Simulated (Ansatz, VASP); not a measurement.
Two plane-wave programs on Y

INCAR

```
SYSTEM = Y
PREC     = Accurate       ! precision mode
ENCUT    = 520            ! plane-wave cutoff, eV
EDIFF    = 1E-6           ! SCF threshold, eV
ISMEAR   = 0              ! smearing method
SIGMA    = 0.05           ! smearing width, eV
LREAL    = .False.        ! projectors in reciprocal space
LASPH    = .True.         ! aspherical terms in the spheres
NELM     = 100            ! most SCF steps
ALGO     = Normal         ! electronic algorithm
ISIF     = 2              ! what is computed and relaxed
LWAVE    = .False.        ! write WAVECAR
LCHARG   = .False.        ! write CHGCAR
GGA      = PE             ! functional
NBANDS   = 12             ! bands
```

File KPOINTS:

```
Automatic mesh
0
Gamma
  8 8 8
  0 0 0
```

Contents of POSCAR:

```
Y
1.0
   -2.0195363156      2.0195363156      2.0195363156
    2.0195363156     -2.0195363156      2.0195363156
    2.0195363156      2.0195363156     -2.0195363156
Y
1
Direct
    0.0000000000      0.0000000000      0.0000000000
```

Input for Ansatz:

```yaml
crystal:
  lattice:
    - [-2.0195363156, 2.0195363156, 2.0195363156]
    - [2.0195363156, -2.0195363156, 2.0195363156]
    - [2.0195363156, 2.0195363156, -2.0195363156]
  atoms:
    - { symbol: "Y", position: [0.0, 0.0, 0.0] }
basis:
  ecutwfc: 600
  ecutrho_ratio: 5
kpoints:
  mp_grid: { grid: [8, 8, 8] }
hamiltonian:
  xc: pbe
scf:
  occupations: { method: gaussian, width: 0.05 }
output:
  forces: true
  stress: true
  eigenvalues: true
```

Alike in both runs: task single point; functional PBE; k mesh 8 × 8 × 8; occupations gaussian, width 0.05 eV; no spin polarisation.

|  | VASP | Ansatz |
| --- | --- | --- |
| version | VASP 6.6.1 | Ansatz 0.2.0 |
| potentials or method | VASP PAW PBE potentials, release 64 (Y_sv) | scalar-relativistic, plane waves, PAW |
| plane-wave cutoff (eV) | 520 | 600 |
| valence electrons in the cell | 11 | 11 |

|  | VASP | Ansatz | Ansatz less VASP |
| --- | --- | --- | --- |
| pressure (GPa) | 0.0 | 0.1 | +0.11 |

With one functional, cell and mesh, what is left measures potentials, basis and numerics.
